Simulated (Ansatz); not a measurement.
Here is an unrelaxed guess for SnTe.

```yaml
crystal:
  lattice:
    - [3.86257, 0.00000, 0.00000]
    - [-1.93128, 3.34508, 0.00000]
    - [0.00000, 0.00000, 6.16537]
  atoms:
    - { symbol: Sn, position: [0.66667, 0.33333, 0.00000] }
    - { symbol: Te, position: [0.00000, 0.00000, 0.50000] }
```

All numbers below come from DFT PBE, scalar-relativistic, plane waves, PAW (Ansatz 0.2.0). Settings: cutoff 420 eV, Γ-centred mesh 6×6×4 on the computed 2-atom cell, Gaussian smearing of 0.10 eV; no spin polarisation.

Formation energies are uncorrected and refer to the elements' standard structures at the same level. The references include grey tin.

Problem. What does a single point on this coarse mesh give?

Solution. The pressure is -7.0 GPa (the mean over three directions, positive in compression), the largest force is 0.00 eV/Å (symmetry fixes the atoms), and the energy is +0.46 eV/atom against the elements. The shortest distance is 3.80 Å.

Problem. Is it a good guess?

Solution. A rough one: relaxing gains about 0.62 eV/atom (the start's value is from the coarse mesh, so the gain is rough) in 24 ionic steps and ends at −0.16 eV/atom on the finer mesh. The symmetry stays P-6m2 (No. 187). The end has the tungsten carbide type. The volume per atom shrinks by 17.3 %, from 39.8 to 32.9 Å³. The shortest distance goes from 3.80 Å (Sn–Te) to 3.23 Å (Sn–Te). The ratio c/a of the conventional cell changes by a factor of 0.61. Conventional cell: a = 4.274 Å, c = 4.163 Å. Around Sn lie 6 Te at 3.23 Å; Te is surrounded by 6 Sn at 3.23 Å.

The last run used an 18×18×14 mesh (in the run's order of axes) for its 2-atom cell and Gaussian smearing of 0.10 eV. Spin–orbit coupling, which can matter for Te, is left out. The reference form of Te is held partly by dispersion forces, which this level lacks. The relaxation can't lower the symmetry of the start, and the grade says only how near the guess is to its own end. Symmetry constrained the relaxation, so the result can be a saddle point. Another cell of SnTe relaxed alike, in P6_3/mmc, lies 12 meV/atom lower, so this cell isn't the stable form at this level.
